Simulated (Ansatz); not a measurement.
Runs of Ansatz 0.2.0 on ZnS (Wurtzite-4H). It takes space group P6_3mc (No. 186, hexagonal). Conventional cell: a = 3.823 Å, b = 3.823 Å, c = 12.520 Å, α = 90.00°, β = 90.00°, γ = 120.00°. Zn (site symmetry 3m) is surrounded by 4 S at 2.34 to 2.35 Å. Around Zn (site symmetry 3m) lie 4 S at 2.34 to 2.35 Å. S (site symmetry 3m) has 4 Zn at 2.34 to 2.35 Å as nearest neighbours. Around S (site symmetry 3m) lie 4 Zn at 2.34 to 2.35 Å. 

```csv
task,level,potentials or basis,cell,cutoff (eV),points for each segment of the path,gap on the mesh (eV),pressure (GPa),V0 of scaled cells (Å³/atom),B0 (GPa)
relaxation of cell and atoms,revPBE,Ansatz PAW,relaxed,420,-,2.06,0.0,-,-
band structure,LDA,Ansatz PAW,as given,420,10,1.87,-4.8,-,-
equation of state,PBEsol,PseudoDojo PBEsol stringent,as given,1143,-,-,-,19.20,79
equation of state,PBE,Ansatz PAW earlier set,as given,660,-,-,-,20.18,69
equation of state,m-r2SCAN,Ansatz PAW,as given,500,-,-,-,(b),(a)
```

Alike in all rows: no spin polarisation; k mesh 8 × 8 × 3; smearing fermi-dirac 0.05 eV.

Q: Fill in the values left out.

A: (a) 78; (b) 19.57.

Caveats: the PAW data sets come from PBE, with cores solved anew for the run's functional, which leaves a small shift of forces and pressure (some runs); the cell was scaled at fixed shape and fractional positions, which overstates the stiffness of a crystal with free parameters, most of all of layers and chains (some runs); the potentials were made for another functional, which shifts forces and pressure (some runs); the plane-wave basis is chosen anew once the cell has moved, so the energies of steps on either side of that aren't comparable (some runs).

A k mesh can miss the band edges.

Not every run made on this cell is shown here.
